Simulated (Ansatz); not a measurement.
# Pb (Fd-3m) in Ansatz: reference runs

Reference runs on Pb: the cell as given and a disturbed copy.

Everything below comes from runs of Ansatz 0.2.0. Logs are shortened: lines on timing, memory, paths and dates and some standing lists are left out, and cuts for length are marked.

**1. Starting point**

It takes space group Fd-3m (No. 227, cubic). Conventional cell: a = 6.878 Å, b = 6.878 Å, c = 6.878 Å, α = 90.00°, β = 90.00°, γ = 90.00°. Around Pb (site symmetry -43m) lie 4 Pb at 2.98 Å.

This isn't the form of Pb at room conditions, which is fcc.

**2. Single point, PBE**

The input, input.yaml:

```yaml
crystal:
  lattice:
    - [0.0, 3.4390000555, 3.4390000555]
    - [3.4390000555, 0.0, 3.4390000555]
    - [3.4390000555, 3.4390000555, 0.0]
  atoms:
    - { symbol: Pb, position: [0.25, 0.25, 0.25] }
    - { symbol: Pb, position: [0.0, 0.0, 0.0] }
hamiltonian:
  xc: pbe
  pseudopotentials: { kind: paw }
kpoints:
  mp_grid: { grid: [7, 7, 7] }
scf:
  occupations: { method: fermi_dirac, width: 0.05 }
output:
  forces: true
  stress: true
  eigenvalues: true
```

Potentials or basis: Ansatz PAW.

Launch:

```console
> ansatz run input.yaml --threads 2 --pin off --max-ram 5120MiB --backend cpu --events-out ev --progress --plain --runs-dir out
```

The program printed:

```text
Warning: RAYON_NUM_THREADS=2 ignored (pool sized by the plan → 2); use --threads N
Engine: ansatz 0.2.0, x86_64-unknown-linux-gnu
Pseudopotentials: kind: paw
Pseudopotential: Pb, paw, valence charge 14, recommended cutoff 420 eV (normal), Pb.paw.azcp
Functional definition: PBE
  parameter kappa = 0.804
  parameter beta = 0.06672455060314922
  exchange = pbe_x(kappa = kappa, mu = beta*pi^2/3)
  correlation = pbe_c(beta = beta)
Crystal: 2 atoms, lattice volume = 81.344 Å³
Basis set: ecut = 420 eV, 1639 PW (Γ), exchange–correlation on 72×72×72 points (8 copies of the dense FFT grid, shifted against one another)
Bands: 18, of which v1, the nominal top of the filled ones, is band 14 counted from 1 (13 counted from 0)
Symmetry: 48 space group operations
Space group: Fd-3m (ITA 227), of the structure as read, at distance tolerance 4.3e-5 Å
k-points: 20 of 343
Non-local potential: Pb, projectors of the file, l = 0: 2, l = 1: 2, l = 2: 2, l = 3: 2
PAW form: soft (Blöchl's): semilocal exchange-correlation on the pseudo side does not see the compensation charge
PAW one-centre angular grid: Pb, 590 points (default); XC on 64 Gauss nodes
Initial density: superposition of atomic densities (neutral atoms: chi_scale 0, normalization atom), corrected by the library's trained network
Initial wavefunctions: pseudopotential atomic-orbital guess
Functional: x = pbe(κ = 0.804, μ = 0.2195149727645171), c = pbe(β = 0.06672455060314922)
SCF iter   1: F=—  HF=-23812.266199 eV  |F-HF|=—  |Δ(HF+E_count)|=         —  Δρ=1.01e-3  dr2=7.61e-4  ethr=1.77e-3  ⟨swp⟩=6.2  Hψ=1869  notcnv=0
preconditioner: auto → Kerker (q_TF=auto, 2.284 Å⁻¹)  [metal: Δε(μ)=0.060 eV  Ē_g=16.760 eV  σ=0.050 eV  W_gap=0.29  n_scr=14 (ndim 8)  ℏωp=21.8 eV  f_vac=0.119  D(μ)=0.82/eV (n_scr^D=0)]
SCF iter   2: F=—  HF=-23812.265033 eV  |F-HF|=—  |Δ(HF+E_count)|=   1.17e-3  Δρ=6.28e-4  dr2=4.43e-4  ethr=2.72e-6  ⟨swp⟩=2.4  Hψ=818  notcnv=0
SCF iter   3: F=—  HF=-23812.265373 eV  |F-HF|=—  |Δ(HF+E_count)|=   3.40e-4  Δρ=4.00e-4  dr2=9.67e-5  ethr=1.58e-6  ⟨swp⟩=2.0  Hψ=644  notcnv=0
SCF iter   4: F=—  HF=-23812.265362 eV  |F-HF|=—  |Δ(HF+E_count)|=   1.13e-5  Δρ=2.17e-4  dr2=3.63e-5  ethr=3.45e-7  ⟨swp⟩=2.0  Hψ=616  notcnv=0
SCF iter   5: F=—  HF=-23812.265386 eV  |F-HF|=—  |Δ(HF+E_count)|=   2.47e-5  Δρ=1.02e-4  dr2=9.62e-6  ethr=1.30e-7  ⟨swp⟩=2.0  Hψ=638  notcnv=0
SCF iter   6: F=—  HF=-23812.265391 eV  |F-HF|=—  |Δ(HF+E_count)|=   4.49e-6  Δρ=4.31e-5  dr2=1.53e-6  ethr=3.44e-8  ⟨swp⟩=2.0  Hψ=439  notcnv=0
SCF iter   7: F=-23812.265391 eV  HF=-23812.265391 eV  |F-HF|=4.34e-9  |Δ(HF+E_count)|=   2.13e-8  Δρ=6.51e-6  dr2=2.95e-8  ethr=3.57e-10  ⟨swp⟩=4.2  Hψ=1821  notcnv=0
SCF 1 converged in 7 iterations: F = -23812.265391 eV  dr2 = 2.95e-8
SCF converged after 7 iterations
Free energy (F): -23812.265391 eV
Harris-Foulkes:  -23812.265391 eV  (|F-HF|=4.34e-9)
Internal energy: -23812.259309 eV  (E = F + TS)
E sigma→0 (E₀):  -23812.262350 eV
Entropy (-TS):   -0.006082 eV (-3.041 meV/atom)
Fermi energy:    7.076493 eV
--- Per-component energies (eV) ---
  E_band       = -180.232326
  E_kinetic    = 580.945439
  E_local      = -2733.018684  (includes V_loc(G=0)·N_el)
  E_nonlocal   = 699.622835
  E_hartree    = 1106.579359
  E_xc         = -439.838578
  E_vxc        = -263.073677  (∫ρ·V_xc dr)
  E_paw        = -20816.121719  (= ΣΔE_a)
  E_vpaw       = -677.877275  (= ΣTr[D̂ρ^β])
  E_aug_tail   = 0.000106  (compensation charges beyond the density's cutoff)
  E_ewald      = -2210.428067
  E_smearing   = -0.006082  (= −TS)
  E_closure    = 0.000000  (closes the sum)
  Σ components = -23812.265391   (vs F -23812.265391, Δ=0.00e0)
--- Forces (eV/Å), atoms counted from 1 ---
  atom   1  Pb    -0.00000000     0.00000000     0.00000000
  atom   2  Pb    -0.00000000    -0.00000000     0.00000000
  max |Σ_I F_I| component: 1.39e-17 eV/Å
--- Stress (GPa, compression-positive) ---
        2.400380       0.000000       0.000000
       -0.000000       2.400380       0.000000
       -0.000000      -0.000000       2.400380
  P = ⅓ Tr σ = 2.4004 GPa (24.004 kbar)
--- Band table (eV; the first three rows and the last of 20) ---
  k-point 0: bands = ["-10.1297", "-10.1297", "-10.1297", "-10.0533", "-10.0533", "-9.6224", "-9.6224", "-9.6224", "-9.5980", "-9.5980", "-4.0552", "3.1745", "7.4746", "7.4746", "7.4746", "9.4852", "9.4852", "9.4852"]
  k-point 1: bands = ["-10.1483", "-10.1483", "-10.1251", "-10.0263", "-10.0263", "-9.6536", "-9.6536", "-9.6340", "-9.5715", "-9.5715", "-3.8815", "2.5553", "7.1042", "7.1480", "7.1480", "9.8903", "9.8903", "9.9003"]
  k-point 2: bands = ["-10.1690", "-10.1690", "-10.1143", "-9.9892", "-9.9892", "-9.6843", "-9.6843", "-9.6606", "-9.5487", "-9.5487", "-3.3990", "1.2725", "6.5009", "6.6552", "6.6552", "10.4283", "10.4283", "11.3720"]
  k-point 19: bands = ["-10.2290", "-10.2115", "-9.9973", "-9.9034", "-9.8657", "-9.8219", "-9.8108", "-9.7409", "-9.4952", "-9.4773", "-1.7677", "-0.9752", "4.3898", "5.0919", "8.9301", "10.3637", "11.4890", "11.7784"]
```

Wall time 0.94 s (2 threads of Intel Xeon 6975P-C (Granite Rapids), shared host); peak memory 0.36 GiB.

Results:

- Free energy: -23812.2654 eV
- Pressure: 2.4 GPa
- Band gap on the k mesh: none (metal or under the smearing width)

Levels at points of the mesh, in eV from the Fermi level:
| k point | band 12 | band 13 | band 14 | band 15 | band 16 | band 17 |
| --- | --- | --- | --- | --- | --- | --- |
| (0.00, 0.00, 0.00) | -3.90 | 0.40 | 0.40 | 0.40 | 2.41 | 2.41 |

**3. Single point, PBE (atoms moved at random, drawn with an rms of 0.05 Å)**

Edit input.yaml of step 2 so:

```diff
@@ -6,4 +6,4 @@
   atoms:
-    - { symbol: Pb, position: [0.25, 0.25, 0.25] }
-    - { symbol: Pb, position: [0.0, 0.0, 0.0] }
+    - { symbol: Pb, position: [0.242329, 0.248701, 0.248711] }
+    - { symbol: Pb, position: [0.009682, -0.017376, 0.017808] }
 hamiltonian:
@@ -19 +19,5 @@
   eigenvalues: true
+  write_density: true
+  write_potential: true
+  elf: true
+  volumetric_format: npy
```

Potentials or basis: Ansatz PAW.

Launch:

```console
> ansatz run input.yaml --threads 2 --pin off --max-ram 5120MiB --backend cpu --events-out ev --progress --plain --runs-dir out
```

The program printed:

```text
Warning: RAYON_NUM_THREADS=2 ignored (pool sized by the plan → 2); use --threads N
[... 8 set-up lines as earlier in the session ...]
Crystal: 2 atoms, lattice volume = 81.344 Å³
Basis set: ecut = 420 eV, 1639 PW (Γ), exchange–correlation on 72×72×72 points (8 copies of the dense FFT grid, shifted against one another)
Bands: 18, of which v1, the nominal top of the filled ones, is band 14 counted from 1 (13 counted from 0)
Symmetry: 2 space group operations
Space group: P-1 (ITA 2), of the structure as read, at distance tolerance 4.3e-5 Å
k-points: 172 of 343
[... 6 set-up lines as earlier in the session ...]
SCF iter   1: F=—  HF=-23812.226905 eV  |F-HF|=—  |Δ(HF+E_count)|=         —  Δρ=1.06e-3  dr2=7.94e-4  ethr=1.77e-3  ⟨swp⟩=6.3  Hψ=16319  notcnv=0
preconditioner: auto → Kerker (q_TF=auto, 2.284 Å⁻¹)  [metal: Δε(μ)=0.092 eV  Ē_g=16.770 eV  σ=0.050 eV  W_gap=0.38  n_scr=14 (ndim 8)  ℏωp=21.8 eV  f_vac=0.118  D(μ)=0.44/eV (n_scr^D=0)]
SCF iter   2: F=—  HF=-23812.225944 eV  |F-HF|=—  |Δ(HF+E_count)|=   9.61e-4  Δρ=6.59e-4  dr2=4.50e-4  ethr=2.84e-6  ⟨swp⟩=2.4  Hψ=7135  notcnv=0
SCF iter   3: F=—  HF=-23812.226279 eV  |F-HF|=—  |Δ(HF+E_count)|=   3.35e-4  Δρ=3.78e-4  dr2=8.71e-5  ethr=1.61e-6  ⟨swp⟩=2.0  Hψ=5522  notcnv=0
SCF iter   4: F=—  HF=-23812.226272 eV  |F-HF|=—  |Δ(HF+E_count)|=   7.08e-6  Δρ=1.99e-4  dr2=3.17e-5  ethr=3.11e-7  ⟨swp⟩=2.0  Hψ=5350  notcnv=0
SCF iter   5: F=—  HF=-23812.226295 eV  |F-HF|=—  |Δ(HF+E_count)|=   2.28e-5  Δρ=7.98e-5  dr2=6.98e-6  ethr=1.13e-7  ⟨swp⟩=2.0  Hψ=5503  notcnv=0
SCF iter   6: F=—  HF=-23812.226300 eV  |F-HF|=—  |Δ(HF+E_count)|=   5.22e-6  Δρ=3.16e-5  dr2=9.32e-7  ethr=2.49e-8  ⟨swp⟩=2.0  Hψ=3789  notcnv=0
SCF iter   7: F=-23812.226300 eV  HF=-23812.226300 eV  |F-HF|=1.16e-8  |Δ(HF+E_count)|=   1.14e-7  Δρ=4.18e-6  dr2=1.54e-8  ethr=3.57e-10  ⟨swp⟩=8.6  Hψ=24556  notcnv=0
SCF 1 converged in 7 iterations: F = -23812.226300 eV  dr2 = 1.54e-8
SCF converged after 7 iterations
Free energy (F): -23812.226300 eV
Harris-Foulkes:  -23812.226300 eV  (|F-HF|=1.16e-8)
Internal energy: -23812.222739 eV  (E = F + TS)
E sigma→0 (E₀):  -23812.224519 eV
Entropy (-TS):   -0.003561 eV (-1.781 meV/atom)
Fermi energy:    7.043385 eV
--- Per-component energies (eV) ---
  E_band       = -180.423688
  E_kinetic    = 581.031828
  E_local      = -2735.123337  (includes V_loc(G=0)·N_el)
  E_nonlocal   = 699.624526
  E_hartree    = 1107.502030
  E_xc         = -439.873718
  E_vxc        = -263.117538  (∫ρ·V_xc dr)
  E_paw        = -20816.104990  (= ΣΔE_a)
  E_vpaw       = -677.849396  (= ΣTr[D̂ρ^β])
  E_aug_tail   = 0.000101  (compensation charges beyond the density's cutoff)
  E_ewald      = -2209.279179
  E_smearing   = -0.003561  (= −TS)
  E_closure    = 0.000000  (closes the sum)
  Σ components = -23812.226300   (vs F -23812.226300, Δ=0.00e0)
--- Forces (eV/Å), atoms counted from 1 ---
  atom   1  Pb     0.06168909     0.64375501     0.03866106
  atom   2  Pb    -0.06168909    -0.64375501    -0.03866106
  max |Σ_I F_I| component: 0.00e0 eV/Å
--- Stress (GPa, compression-positive) ---
        2.713623       0.106990       1.853524
        0.106990       2.319949       0.178114
        1.853524       0.178114       2.716927
  P = ⅓ Tr σ = 2.5835 GPa (25.835 kbar)
--- Band table (eV; the first three rows and the last of 172) ---
  k-point 0: bands = ["-10.1851", "-10.1513", "-10.0875", "-10.0669", "-10.0600", "-9.6557", "-9.6220", "-9.6098", "-9.6095", "-9.5982", "-4.0634", "3.1829", "7.1340", "7.5023", "7.8164", "9.1486", "9.4636", "9.8375"]
  k-point 1: bands = ["-10.1967", "-10.1580", "-10.0822", "-10.0484", "-10.0399", "-9.6683", "-9.6546", "-9.6396", "-9.5869", "-9.5718", "-3.8983", "2.6283", "6.8715", "7.0504", "7.3337", "9.6594", "9.9466", "10.1921"]
  k-point 2: bands = ["-10.2132", "-10.1645", "-10.0654", "-10.0186", "-10.0061", "-9.7075", "-9.6835", "-9.6651", "-9.5725", "-9.5509", "-3.4477", "1.4415", "6.3461", "6.4369", "6.8340", "10.1467", "10.7008", "11.4091"]
  k-point 171: bands = ["-10.2483", "-10.1795", "-10.0287", "-9.9781", "-9.9510", "-9.7719", "-9.7372", "-9.6988", "-9.5474", "-9.5037", "-2.6729", "0.0807", "4.8150", "6.2109", "7.4908", "10.3788", "10.9920", "12.6837"]
```

It took 5.1 s on 2 threads of Intel Xeon 6975P-C (Granite Rapids), shared host; peak memory 0.52 GiB.

What came out:

- Free energy: -23812.2263 eV
- Pressure: 2.6 GPa
- Largest force: 0.648 eV/Å
- Band gap on the k mesh: none (metal or under the smearing width)

Forces in eV/Å, atoms in the order of the input:
```
Pb   0.062  0.644  0.039
Pb  -0.062 -0.644 -0.039
```

The run has no spin-orbit coupling, so splittings on Pb are missing.
